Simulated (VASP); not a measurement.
# SiC in VASP: one cell, several levels of theory, part 2 of 2

VASP 6.6.1, plane waves, PAW.

## Step 3: Single point with r2SCAN

Input file INCAR:

```
ENCUT = 520.000000
SIGMA = 0.010000
EDIFF = 1.00e-07
ALGO = Normal
METAGGA = R2SCAN
PREC = Accurate
IBRION = -1
ISIF = 2
ISMEAR = 0
NBANDS = 11
NELM = 120
NSW = 0
LASPH = .TRUE.
LCHARG = .TRUE.
LELF = .TRUE.
LWAVE = .FALSE.
LREAL = .FALSE.
```

Input file KPOINTS:

```
KPOINTS created by Atomic Simulation Environment
0
Gamma
10 10 10
0 0 0
```

Input file KPOINTS_OPT:

```
special points
6
Reciprocal
0.0000000000 0.0000000000 0.0000000000 1
-0.5000000000 -0.5000000000 0.0000000000 1
-0.3750000000 -0.3750000000 0.2500000000 1
-0.3750000000 0.0000000000 0.3750000000 1
0.0000000000 0.0000000000 0.5000000000 1
-0.5000000000 -0.2500000000 0.2500000000 1
```

Input file POSCAR:

```
Si C
 1.0000000000000000
     0.0453034888750000    2.1780523502750002    2.1780523502744802
     2.1780523502750002    0.0453034888750000    2.1780523502744802
     2.2233558390999999    2.2233558390999999   -0.0000000000510401
 Si  C
   1   1
Cartesian
  0.0000000000000925  0.0000000000000925  0.0080623494844211
  1.1116779195624076  1.1116779195624076  1.0809638256400591
```

On the command line:

```
$ mpirun -np 1 vasp_std
```

Printed to the terminal (iteration lines stand in OSZICAR):

```text
POSCAR found type information on POSCAR SiC
 POSCAR found :  2 types and       2 ions
 -----------------------------------------------------------------------------
|                                                                             |
|                                                                             |
|     You enforced a specific xc type in the INCAR file but a different       |
|     I HOPE YOU KNOW WHAT YOU ARE DOING!                                     |
|                                                                             |
 -----------------------------------------------------------------------------

 LDA part: xc-table for (None), standard interpolation
 POSCAR, INCAR and KPOINTS ok, starting setup
 FFT: planning ... GRIDC
 FFT: planning ... GRID_SOFT
 FFT: planning ... GRID
 WAVECAR not read
 entering main loop
 Start KPOINTS_OPT (optional k-point list driver)
k-point batch [1-6\6]
```

OSZICAR:

```text
N       E                     dE             d eps       ncg     rms          rms(c)
DAV:   1    -0.133563060106E+01   -0.13356E+01   -0.40578E+03  3906   0.633E+02
DAV:   2    -0.217007521852E+02   -0.20365E+02   -0.19471E+02  4656   0.113E+02
DAV:   3    -0.223029951260E+02   -0.60224E+00   -0.60116E+00  4631   0.161E+01
DAV:   4    -0.223052299404E+02   -0.22348E-02   -0.22347E-02  4312   0.125E+00
DAV:   5    -0.223052395713E+02   -0.96309E-05   -0.96308E-05  4661   0.766E-02    0.921E+00
DAV:   6    -0.192588066953E+02    0.30464E+01   -0.50214E+00  4212   0.106E+01    0.510E+00
DAV:   7    -0.192870658680E+02   -0.28259E-01   -0.51073E-01  4660   0.414E+00    0.247E+00
DAV:   8    -0.192971967361E+02   -0.10131E-01   -0.20629E-02  4155   0.110E+00    0.178E-01
DAV:   9    -0.192975410487E+02   -0.34431E-03   -0.46329E-04  5084   0.192E-01    0.136E-01
DAV:  10    -0.192976220709E+02   -0.81022E-04   -0.84016E-05  4170   0.789E-02    0.957E-03
DAV:  11    -0.192976214794E+02    0.59144E-06   -0.35384E-06  4681   0.142E-02    0.530E-03
DAV:  12    -0.192976218138E+02   -0.33439E-06   -0.39125E-07  4329   0.480E-03    0.134E-03
DAV:  13    -0.192976217405E+02    0.73338E-07   -0.28850E-08  2517   0.129E-03
   1 F= -.19297622E+02 E0= -.19297622E+02  d E =-.645312E-74
       N       E                     dE             ncg
DAV:   1     0.199505470237E+04   -0.18261E+04      148
DAV:   2     0.187509861410E+04   -0.11996E+03      179
DAV:   3     0.187239067115E+04   -0.27079E+01      156
DAV:   4     0.187238213949E+04   -0.85317E-02      158
DAV:   5     0.187238210256E+04   -0.36925E-04      159
DAV:   6     0.187238210233E+04   -0.23344E-06      164
DAV:   7     0.187238210233E+04   -0.13479E-08      145
```

Parts of OUTCAR:

```text
k-points           NKPTS =    171   k-points in BZ     NKDIM =    171   number of bands    NBANDS=     11

   NELECT =       8.0000    total number of electrons

   dimension x,y,z NGX =    24 NGY =   24 NGZ =   24
   dimension x,y,z NGXF=    48 NGYF=   48 NGZF=   48

  energy-cutoff  :      520.00
  volume of cell :       20.66
      direct lattice vectors                 reciprocal lattice vectors
     0.045303489  2.178052350  2.178052350    -0.234439230  0.234439230  0.229562894
     2.178052350  0.045303489  2.178052350     0.234439230 -0.234439230  0.229562894
     2.223355839  2.223355839 -0.000000000     0.224885280  0.224885280 -0.229562894

 k-points in reciprocal lattice and weights: KPOINTS created by Atomic Simulation Env
   0.00000000  0.00000000  0.00000000       0.001
   0.10000000  0.00000000  0.00000000       0.004
   0.20000000  0.00000000  0.00000000       0.004
   0.30000000  0.00000000  0.00000000       0.004
   0.40000000  0.00000000 -0.00000000       0.004
   0.50000000  0.00000000  0.00000000       0.002
   0.10000000  0.10000000 -0.00000000       0.002
   0.20000000  0.10000000  0.00000000       0.004
[... 163 more k-points ...]

 E-fermi :   8.3429

 k-point     1 :       0.0000    0.0000    0.0000
  band No.  band energies     occupation
      1      -8.1926      2.00000
      2       7.8097      2.00000
      3       7.9889      2.00000
      4       8.2169      2.00000
      5      14.5030      0.00000
      6      15.4081      0.00000
      7      16.2342      0.00000
      8      16.3411      0.00000
      9      23.2032      0.00000
     10      23.2551      0.00000
     11      25.7759      0.00000

 k-point     2 :       0.1000    0.0000    0.0000
  band No.  band energies     occupation
      1      -7.9834      2.00000
      2       7.1178      2.00000
      3       7.6659      2.00000
      4       7.9149      2.00000
      5      14.6493      0.00000
      6      15.7001      0.00000
      7      16.3881      0.00000
      8      16.7791      0.00000
      9      22.1567      0.00000
     10      22.2873      0.00000
     11      25.3659      0.00000

 k-point     3 :       0.2000    0.0000    0.0000
  band No.  band energies     occupation
      1      -7.3655      2.00000
      2       4.9366      2.00000
      3       7.3399      2.00000
      4       7.5420      2.00000
      5      14.4529      0.00000
      6      16.1621      0.00000
      7      16.6117      0.00000
      8      17.9019      0.00000
      9      21.3117      0.00000
     10      21.7422      0.00000
     11      24.3884      0.00000

 k-point     4 :       0.3000    0.0000    0.0000
  band No.  band energies     occupation
      1      -6.3793      2.00000
      2       2.5070      2.00000
      3       7.0098      2.00000
      4       7.1679      2.00000
      5      14.0591      0.00000
      6      16.0372      0.00000
      7      16.3709      0.00000
      8      18.7220      0.00000
      9      22.1375      0.00000
     10      22.8036      0.00000
     11      24.2318      0.00000

 k-point     5 :       0.4000    0.0000   -0.0000
  band No.  band energies     occupation
      1      -5.1672      2.00000
      2       0.3387      2.00000
      3       6.7849      2.00000
      4       6.9096      2.00000
      5      13.7762      0.00000
      6      15.6041      0.00000
      7      15.9235      0.00000
      8      18.8970      0.00000
      9      24.2501      0.00000
     10      24.6241      0.00000
     11      25.4113      0.00000

 k-point     6 :       0.5000    0.0000    0.0000
  band No.  band energies     occupation
      1      -4.4069      2.00000
      2      -0.7527      2.00000
      3       6.7069      2.00000
      4       6.8192      2.00000
      5      13.6788      0.00000
      6      15.4099      0.00000
      7      15.7342      0.00000
      8      18.8629      0.00000
      9      25.4088      0.00000
     10      26.0792      0.00000
     11      27.0616      0.00000

 k-point     7 :       0.1000    0.1000   -0.0000
  band No.  band energies     occupation
      1      -7.9226      2.00000
      2       7.1966      2.00000
      3       7.2756      2.00000
      4       7.7637      2.00000
      5      14.6925      0.00000
      6      16.0546      0.00000
      7      16.2300      0.00000
      8      17.0217      0.00000
      9      20.8263      0.00000
     10      23.5673      0.00000
     11      26.7877      0.00000

 k-point     8 :       0.2000    0.1000    0.0000
  band No.  band energies     occupation
      1      -7.4493      2.00000
      2       5.6585      2.00000
      3       6.8031      2.00000
      4       7.4095      2.00000
      5      14.3827      0.00000
      6      16.5157      0.00000
      7      16.9783      0.00000
      8      17.4709      0.00000
      9      20.1590      0.00000
     10      23.1315      0.00000
     11      26.0282      0.00000

 k-point     9 :       0.3000    0.1000   -0.0000
  band No.  band energies     occupation
      1      -6.5908      2.00000
      2       3.4105      2.00000
      3       6.4443      2.00000
      4       6.9139      2.00000
      5      14.0424      0.00000
      6      16.4562      0.00000
      7      17.1415      0.00000
      8      18.1217      0.00000
      9      21.1659      0.00000
     10      23.4567      0.00000
     11      25.2978      0.00000

 k-point    10 :       0.4000    0.1000    0.0000
  band No.  band energies     occupation
      1      -5.4368      2.00000
      2       1.1709      2.00000
      3       6.2945      2.00000
      4       6.4177      2.00000
      5      13.7821      0.00000
      6      15.8552      0.00000
      7      16.6438      0.00000
      8      19.2996      0.00000
      9      22.6265      0.00000
     10      25.1474      0.00000
     11      25.6333      0.00000

 k-point    11 :       0.5000    0.1000    0.0000
  band No.  band energies     occupation
      1      -4.3773      2.00000
      2      -0.4269      2.00000
      3       6.0580      2.00000
      4       6.3747      2.00000
      5      13.7766      0.00000
      6      15.4819      0.00000
      7      16.1246      0.00000
      8      19.7474      0.00000
      9      24.4636      0.00000
     10      26.1114      0.00000
     11      26.4504      0.00000

[... the tables of k-points 12 to 171 left out ...]

  Total        0.0349663      0.0349663     -0.0202823     -1.4105506      0.0000000      0.0000000
  in kB        2.7121509      2.7121509     -1.5731850   -109.4087959      0.0000000      0.0000000
  external PRESSURE =       1.2837056 kB  Pullay stress =       0.0000000 kB

 POSITION                                       TOTAL-FORCE (eV/Angst)
 -----------------------------------------------------------------------------------
      2.22336      2.22336      0.00806        -0.000000     -0.000000     -0.001325
      1.11168      1.11168      1.08096         0.000000      0.000000      0.001325
 -----------------------------------------------------------------------------------
    total drift:                               -0.000001     -0.000001      0.000261

  FREE ENERGIE OF THE ION-ELECTRON SYSTEM (eV)
  ---------------------------------------------------
  free  energy   TOTEN  =       -19.2976217405 eV

  energy  without entropy=      -19.2976217405  energy(sigma->0) =      -19.29762174
```

Hardware: 1 MPI rank of Intel Xeon Platinum 8488C, shared host.

The levels at the points of KPOINTS_OPT are read from vasprun.xml.

Levels at the named points, in eV from the top of band v (v: the last filled band by count, c: the next):

```csv
point,v−1,v,c,c+1
Γ,-0.23,0.00,6.29,7.19
X,-3.92,-3.16,1.42,4.72
U,-6.04,-2.59,3.67,7.75
K,-5.94,-2.93,3.33,8.20
L,-1.25,-1.10,6.07,7.59
W,-5.40,-5.01,5.47,9.48
```

r2SCAN gives an indirect gap of 1.42 eV, from Γ to X; the least direct gap is 4.58 eV. Pressure: 0.13 GPa; the forces vanish within 0.01 eV/Å.

Axes a, b and c in the maps are those of this run's conventional cell (a, b, c = 3.016, 3.144, 4.356 Å).

Density in a lattice plane of the grid's cell (edges 3.02 and 4.36 Å, at 0.000 of the third edge), which holds Si and C.

Ten even steps from '0' (-0.18 e/Å³) to '9' (1.72 e/Å³):
```
0012222222222210
1122221111122221
2222211111112222
2222111111111222
2221111111111122
1111111111111111
1111111111111111
1111111111111111
1111111121111111
1111122222221111
1111223343322111
1112235666532211
1112357898753211
1223468999864322
2234589989985432
2334689999986433
2334678999876433
1234556666655432
0123444444444321
0012333222333210
```
Columns run along the first of these edges and rows up along the second, over one cell in 16 and 20 even steps from the bottom left corner. Atoms in the plane (fractional): Si at (0.00, 1.00), C at (0.50, 0.25).

ELF in the same plane.

Ten even steps from '0' (0.00) to '9' (0.93):
```
0002455545554200
1112232222232211
3322221101122223
3333210000012333
3322110000011223
2211000000000112
1000000000000000
0000001111100000
0000013444310000
0000245666542000
0002467787764200
0013577888775310
1135677656776531
2257775212577752
3478885000588874
3589997313799985
3589998656899985
1389999888999983
0158999888999851
0025787777787520
```
Columns run along the first of these edges and rows up along the second, over one cell in 16 and 20 even steps from the bottom left corner. Atoms in the plane (fractional): Si at (0.00, 1.00), C at (0.50, 0.25).

Both are smooth fields of the valence electrons: close to the nuclei they are not physical.

The highest ELF values outside the cores: 0.93 on the C–Si line, 0.9 Å from C.

## Step 4: What came out

What follows sums up all 2 parts.

```
 level  gap (eV)  pressure (GPa)  Ansatz: gap (eV)  Ansatz: pressure (GPa)
   PBE      1.07            3.77              1.07                    3.83
r2SCAN      1.42            0.13              1.41                    0.31
```

In words: The gap spans 1.07 eV (PBE) to 1.42 eV (r2SCAN). At this one volume the pressure spans 0.1 GPa (r2SCAN) to 3.8 GPa (PBE): PBE wants the largest cell and r2SCAN the smallest. The two programs agree on the gap within 0.02 eV, far less than the spread between functionals. Datasets and cutoffs are each program's own.
